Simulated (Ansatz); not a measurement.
Pd:

```
CELL_PARAMETERS angstrom
2.78367 0.00000 0.00000
-1.39183 2.41072 0.00000
0.00000 0.00000 4.62889
ATOMIC_POSITIONS crystal
Pd 0.33333 0.66667 0.25000
Pd 0.66667 0.33333 0.75000
```

This isn't the form of Pd at room conditions, which is fcc.

| Item | Value |
| --- | --- |
| Program | Ansatz 0.2.0 |
| Task | relaxation of cell and atoms |
| Functional | PBEsol |
| Potentials or basis | Ansatz PAW |
| Cutoff | 420 eV (not typed: the program's choice for these potentials) |
| k mesh | 11 × 11 × 6 |
| Occupations | fermi-dirac, width 0.05 eV |
| Spin | no spin polarisation |

At the start: volume 15.53 Å³/atom.

Q: Where does the relaxation end?

A: It ends after 6 steps and the volume is 14.62 Å³/atom (-5.9 %); space group P6_3/mmc (No. 194, to 0.05 Å).

Step by step:
| step | energy change (eV) | largest force (eV/Å) | volume (Å³) |
| --- | --- | --- | --- |
| 1 | 0.0000 | 0.0000 | 31.06 |
| 2 | -0.0620 | 0.0000 | 29.49 |
| 3 | -0.0634 | 0.0000 | 29.24 |
| 4 | -0.0634 | 0.0000 | 29.24 |
| 5 | -0.0634 | 0.0000 | 29.24 |
| 6 | -0.0628 | 0.0000 | 29.24 |

Final structure:
```xyz
2
Lattice="2.7255 0.0000 0.0000 -1.3628 2.3604 0.0000 0.0000 0.0000 4.5448" Properties=species:S:1:pos:R:3 pbc="T T T"
Pd    0.0000    1.5736    1.1362
Pd    1.3628    0.7868    3.4086
```

Caveat: the plane-wave basis is chosen anew once the cell has moved, so the energies of steps on either side of that aren't comparable; the PAW data sets come from PBE, with cores solved anew for the run's functional, which leaves a small shift of forces and pressure.
